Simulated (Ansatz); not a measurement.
Crystal: BN.

```
N B
1.0
     0.00000    3.49532    2.16609
     1.25163    0.00000    2.16609
     1.25163    3.49532    0.00000
N B
1 1
Direct
  0.66665 0.66665 0.33335
  0.00005 0.00005 0.99995
```

Measurements of this composition are mostly on another form, of space group No. 194.

Base run:

| Quantity | Value |
| --- | --- |
| Program | Ansatz 0.2.0 |
| Functional | r2SCAN |
| Potentials or basis | Ansatz PAW |
| Cutoff | 500 eV (not typed: the program's choice for these potentials) |
| k mesh | 13 × 13 × 13 |
| Occupations | fermi-dirac, width 0.05 eV |
| Spin | no spin polarisation |

Its results: band gap on the k mesh 4.38 eV, indirect (least direct gap 5.29 eV); pressure -0.5 GPa; largest force 0.008 eV/Å.

The run is repeated on the same cell with these changes: functional from r2SCAN to PBEsol; cutoff from 500 eV (not typed: the program's choice for these potentials) to 420 eV (not typed: the program's choice for these potentials). What comes out?

Band gap on the k mesh 3.80 eV, indirect (least direct gap 4.60 eV); pressure 0.6 GPa; largest force 0.010 eV/Å.

r2SCAN gives the wider gap, since meta-GGAs in the generalised Kohn-Sham scheme recover part of the derivative discontinuity.

Caveats: the k mesh misses the band edges, so the gap on the mesh is wider than the one along the path; the PAW data sets come from PBE, with cores solved anew for the run's functional, which leaves a small shift of forces and pressure.
